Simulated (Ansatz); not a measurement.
**Tc in Ansatz: convergence with k mesh**

Input of the first run (k mesh 3 × 3 × 2); the others differ in this setting and in those tied to it:

input.yaml

```yaml
crystal:
  lattice:
    - [2.74, 0.0, 0.0]
    - [-1.37, 2.3729096064, 0.0]
    - [0.0, 0.0, 4.398]
  atoms:
    - { symbol: Tc, position: [0.6666666667, 0.3333333333, 0.75] }
    - { symbol: Tc, position: [0.3333333333, 0.6666666667, 0.25] }
hamiltonian:
  xc: pbe
  pseudopotentials: { kind: paw }
kpoints:
  mp_grid: { grid: [3, 3, 2] }
scf:
  occupations: { method: methfessel_paxton, width: 0.1 }
output:
  forces: true
  stress: true
  eigenvalues: true
```

Potentials or basis: Ansatz PAW earlier set.

Launch:

```console
$ ansatz run input.yaml --threads 2 --pin off --max-ram 5632MiB --backend cpu --events-out ev --progress --plain --runs-dir out
```

Hardware: 2 threads of Intel(R) Xeon(R) Processor @ 2.50GHz (Skylake/Cascade Lake), on a shared host.

Task: The values tried are 3 × 3 × 2, 4 × 4 × 3, 5 × 5 × 3, 6 × 6 × 4, 8 × 8 × 5, 10 × 10 × 6, 13 × 13 × 7, 15 × 15 × 8, 18 × 18 × 10, loosest first. From which on does the pressure stay within 0.1 GPa of the tightest run that finished?

Result: From 15 × 15 × 8 on.

| k mesh | energy less the tightest run, at zero smearing (meV/atom) | pressure (GPa) | SCF cycles | CPU time (s) | peak memory (GiB) |
| --- | --- | --- | --- | --- | --- |
| 3 × 3 × 2 | 488.65 | 14.47 | 7 | 1 | 0.27 |
| 4 × 4 × 3 | -28.08 | 4.60 | 6 | 0.98 | 0.28 |
| 5 × 5 × 3 | -61.74 | 1.87 | 6 | 1.1 | 0.28 |
| 6 × 6 × 4 | 27.10 | 3.54 | 6 | 1.8 | 0.29 |
| 8 × 8 × 5 | 0.22 | 3.03 | 6 | 2.2 | 0.3 |
| 10 × 10 × 6 | 3.76 | 2.97 | 6 | 3.9 | 0.33 |
| 13 × 13 × 7 | 4.44 | 3.28 | 6 | 5.7 | 0.34 |
| 15 × 15 × 8 | 1.99 | 2.85 | 6 | 7.5 | 0.37 |
| 18 × 18 × 10 | 0.00 | 2.85 | 6 | 14 | 0.41 |

Not settled before the last step: the energy (to 1 meV/atom). Meshes of other sizes hit other points, so gaps and Fermi surfaces needn't settle smoothly. The tightest run that finished is the yardstick and may itself not be fully converged.
